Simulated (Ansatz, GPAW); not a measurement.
This is a calculation of Co for Ansatz 0.2.0. 

Contents of input.yaml:

```yaml
crystal:
  lattice:
    - [2.4719999032, 0.0, 0.0]
    - [-1.2359999516, 2.1408147143, 0.0]
    - [0.0, 0.0, 4.02114408]
  atoms:
    - { symbol: Co, position: [0.6666666667, 0.3333333333, 0.75], spin: 2.0 }
    - { symbol: Co, position: [0.3333333333, 0.6666666667, 0.25], spin: 2.0 }
kpoints:
  mp_grid: { grid: [12, 12, 7] }
scf:
  occupations: { method: gaussian, width: 0.021 }
hamiltonian:
  xc: pbe
  pseudopotentials: { kind: all_electron, lapw: { basis_error: 0.001 } }
magnetization:
  spin_polarized: true
output:
  forces: true
  stress: true
  eigenvalues: true
```

Potentials or basis: all-electron LAPW, scalar-relativistic.

Command:

```console
$ ansatz run input.yaml --threads 2 --pin off --max-ram 6144MiB --backend cpu --events-out ev --progress --plain --runs-dir out
```

Problem. What does the same run look like in GPAW 26.7.0 (ASE script)? Potentials or basis there: GPAW PAW data sets (gpaw-data 1.2.1), cutoff 600 eV.

Solution. As run (cutoffs and basis follow the program's own potentials, and thresholds, step limits or extra output files can differ):

Contents of run.py:

```python
from ase import Atoms
from ase.dft.bandgap import bandgap
from ase.io import write
from ase.units import GPa
from gpaw import GPAW, PW

atoms = Atoms(['Co', 'Co'],
              cell=[[2.4719999032, 0.0, 0.0],
                    [-1.2359999516, 2.1408147143, 0.0],
                    [0.0, 0.0, 4.02114408]],
              scaled_positions=[[0.6666666667, 0.3333333333, 0.75],
                                [0.3333333333, 0.6666666667, 0.25]],
              pbc=True)
atoms.set_initial_magnetic_moments([2.0, 2.0])

calc = GPAW(mode=PW(600),
            xc='PBE',
            kpts={'size': (12, 12, 7), 'gamma': True},
            occupations={'name': 'methfessel-paxton', 'order': 0, 'width': 0.020999999999999998},
            nbands=21,
            convergence={'density': 1e-05, 'energy': 1e-05},
            maxiter=150,
            txt='gpaw.txt')
atoms.calc = calc
energy = atoms.get_potential_energy()
forces = atoms.get_forces()
stress = atoms.get_stress()
calc.write('gs.gpw')
write('result.traj', atoms)
print(f'Energy: {energy:.6f} eV')
print('Forces (eV/A):')
print(forces.round(4))
print('Stress (GPa):', (stress / GPa).round(3))
print('Moments:', calc.get_magnetic_moments().round(3))
print('Fermi level:', round(calc.get_fermi_level(), 4), 'eV')
print(f'Gap: {bandgap(calc)[0]:.4f} eV, direct: {bandgap(calc, direct=True)[0]:.4f} eV')
```

Potentials or basis: GPAW PAW data sets (gpaw-data 1.2.1), pw.

Launch:

```sh
$ OMP_NUM_THREADS=1 python run.py
```

Both were run:

|  | Ansatz | GPAW |
| --- | --- | --- |
| Pressure | 4.6 GPa | 4.8 GPa |
| Net moment | 3.22 μB per cell | 3.21 μB per cell |

Where Ansatz's input types no cutoff or centring, it takes its own default and a Γ-centred mesh.

The magnetic state is the one that the start led to; the real crystal's order can differ.

Pressure is positive in compression.
